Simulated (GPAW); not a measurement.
CdSe (Cadmoselite): single point with PBE

**Experimental background.**

From a printed reference work, data compilation, for a bulk crystal of CdSe at 2 K: band gap 1.841 eV.

The system is CdSe (Cadmoselite).

```xyz
4
Lattice="4.3000 0.0000 0.0000 -2.1500 3.7239 0.0000 0.0000 0.0000 7.0200" Properties=species:S:1:pos:R:3 pbc="T T T"
Cd    2.1500    1.2413    3.5100
Cd    0.0000    2.4826    0.0000
Se    2.1500    1.2413    6.2127
Se    0.0000    2.4826    2.7027
```

```yaml
Program: GPAW 26.7.0
Task: single point
Functional: PBE
Potentials_or_basis: GPAW PAW data sets (gpaw-data 1.2.1)
Cutoff: 500 eV
Basis: pw
k_mesh: 6 × 6 × 3
Occupations: fermi-dirac, width 0.01 eV
Spin: no spin polarisation
```

```json
{
 "Pressure": "2.5 GPa",
 "Largest force": "0.282 eV/Å",
 "Band gap on the k mesh": "0.70 eV, direct"
}
```

Forces on the atoms (eV/Å):
```
Cd   0.000  0.000  0.282
Cd   0.000  0.000  0.282
Se   0.000  0.000 -0.282
Se   0.000  0.000 -0.282
```

Stress tensor (GPa, compression positive):
```
3.20 0.00 0.00
0.00 3.20 0.00
0.00 0.00 1.21
```

Levels at points of the mesh, in eV from the valence-band top:
```
           k point  band 15  band 16  band 17  band 18  band 19  band 20  band 21  band 22
(0.00, 0.00, 0.00)    -0.72    -0.01     0.00     0.00     0.70     2.11     5.86     5.86
(0.50, 0.50, 0.00)    -2.58    -1.87    -1.24    -0.84     3.22     3.31     4.80     6.14
```

Wall time 34 s on 1 thread of Arm Neoverse V1, on a shared host, peak memory 0.19 GiB.

A measured gap of CdSe is 1.841 eV (2 K; a printed reference work, data compilation); the calculated 0.70 eV misses it by -1.15 eV. So large a miss can be the level of theory's own, or it may mean another phase, state or a wrong row. Spin-orbit coupling on Cd, Se is left out. The value is that of PBE, without temperature or zero-point motion. Semilocal functionals fall short of measured gaps as a rule.

Caveat: the cutoff is short for stress and forces, so pressures can be off by a GPa or more.
